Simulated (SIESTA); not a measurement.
TiO2: band structure with PBEsol

Crystal: TiO2.

```
Ti O
1.0
     6.15358   -1.88347    0.00000
     6.15358    1.88347    0.00000
    -1.92833    0.00000    6.32897
Ti O
4 8
Direct
  0.90007 0.90007 0.28960
  0.19529 0.19529 0.28376
  0.09993 0.09993 0.71040
  0.80471 0.80471 0.71624
  0.36193 0.36193 0.29340
  0.26349 0.26349 0.65250
  0.86719 0.86719 0.99529
  0.73651 0.73651 0.34750
  0.94165 0.94165 0.63002
  0.13281 0.13281 0.00471
  0.63807 0.63807 0.70660
  0.05835 0.05835 0.36998
```

The cell comes from a database or a generator and needn't be the stable form of this composition.

```yaml
Program: SIESTA 5.4.2
Task: band structure
Functional: PBEsol
Potentials_or_basis: PseudoDojo 0.4 standard (PBEsol files)
Basis: DZP (energy shift 0.003 Ry; two zetas on semicore shells)
Grid_cutoff: 800 Ry
Energy_shift: 0.003 Ry
k_mesh: 6 × 6 × 3
Occupations: fermi-dirac, width 0.05 eV
Spin: no spin polarisation
```

```yaml
Pressure: -4.0 GPa
Largest_force: 0.169 eV/Å
Band_gap_on_the_k_mesh: 2.65 eV, indirect (least direct gap 2.78 eV)
Band_gap_along_the_path: 2.61 eV, indirect (least direct gap 2.77 eV)
```

Forces on the atoms (eV/Å):
```
Ti  -0.009  0.000 -0.061
Ti  -0.072  0.000 -0.089
Ti   0.009  0.000  0.061
Ti   0.072  0.000  0.089
O   -0.113  0.000  0.044
O   -0.097  0.000 -0.139
O   -0.058  0.000 -0.026
O    0.097  0.000  0.139
O    0.005  0.000 -0.066
O    0.058  0.000  0.026
O    0.113  0.000 -0.044
O   -0.005  0.000  0.066
```

Stress tensor (GPa, compression positive):
```
-3.73  0.00  0.14
 0.00 -3.58  0.00
 0.14  0.00 -4.57
```

Levels at the corners of the path, in eV from the valence-band top:
| point | band 45 | band 46 | band 47 | band 48 | band 49 | band 50 | band 51 | band 52 |
| --- | --- | --- | --- | --- | --- | --- | --- | --- |
| Γ | -0.79 | -0.78 | -0.39 | -0.17 | 2.61 | 2.97 | 3.21 | 3.21 |
| Y | -0.92 | -0.68 | -0.41 | -0.12 | 2.75 | 2.80 | 3.31 | 3.39 |
| F | -0.81 | -0.78 | -0.42 | -0.23 | 2.62 | 2.98 | 3.19 | 3.24 |
| L | -0.87 | -0.46 | -0.22 | -0.21 | 2.87 | 2.98 | 3.12 | 3.29 |
| I | -0.64 | -0.42 | -0.17 | 0.00 | 2.97 | 3.07 | 3.28 | 3.64 |
| I1 | -0.64 | -0.42 | -0.17 | 0.00 | 2.97 | 3.07 | 3.28 | 3.64 |
| Z | -0.74 | -0.73 | -0.60 | -0.46 | 2.72 | 2.99 | 3.16 | 3.28 |
| F1 | -0.81 | -0.78 | -0.42 | -0.23 | 2.62 | 2.98 | 3.19 | 3.24 |
| Y | -0.92 | -0.68 | -0.41 | -0.12 | 2.75 | 2.80 | 3.31 | 3.39 |
| X1 | -0.51 | -0.43 | -0.33 | -0.26 | 2.94 | 3.22 | 3.25 | 3.28 |
| X | -0.51 | -0.43 | -0.33 | -0.26 | 2.94 | 3.22 | 3.25 | 3.28 |
| Γ | -0.79 | -0.78 | -0.39 | -0.17 | 2.61 | 2.97 | 3.21 | 3.21 |
| N | -0.72 | -0.55 | -0.11 | -0.02 | 3.04 | 3.09 | 3.33 | 3.56 |
| M | -0.91 | -0.50 | -0.23 | -0.14 | 3.00 | 3.05 | 3.49 | 3.54 |
| Γ | -0.79 | -0.78 | -0.39 | -0.17 | 2.61 | 2.97 | 3.21 | 3.21 |

Run time: 11 min on 1 thread of AMD EPYC 7R43 64-Core Processor (Zen 3) (shared host), peak memory 1.6 GiB.

Caveat: the basis of atomic orbitals isn't converged, which shifts pressures, moduli and gaps. As with any semilocal functional, this PBEsol gap is likely too small.
